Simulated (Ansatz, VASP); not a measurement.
GaP: VASP beside Ansatz

```
Ga P
1.0
     0.00000    2.69574    2.69574
     2.69574    0.00000    2.69574
     2.69574    2.69574    0.00000
Ga P
1 1
Direct
  0.00000 0.00000 0.00000
  0.75000 0.75000 0.75000
```

Alike in both runs: functional LDA; k mesh 12 × 12 × 12; occupations gaussian, width 0.02 eV; no spin polarisation.

Ansatz relaxed the structure, and its values are those at the end. VASP's run is a single point on that final structure, the one shown.

|  | VASP | Ansatz |
| --- | --- | --- |
| version | VASP 6.6.1 | Ansatz 0.2.0 |
| potentials or method | VASP PAW LDA potentials, release 64 (Ga_d, P) | scalar-relativistic, plane waves, PAW |
| plane-wave cutoff (eV) | 520 | 420 |
| valence electrons in the cell | 18 | 18 |

```csv
,VASP,Ansatz,Ansatz less VASP
gap on the k mesh at the Fermi level (eV),1.39,1.39,-0.001
least direct gap on the mesh (eV),1.91,1.88,-0.029
pressure (GPa),0.1,0.0,-0.12
```

Ansatz warned: «pseudo_functional_mismatch».

A k mesh can miss the band edges. Expect the measured gap to be larger: semilocal functionals such as LDA lack the derivative discontinuity.
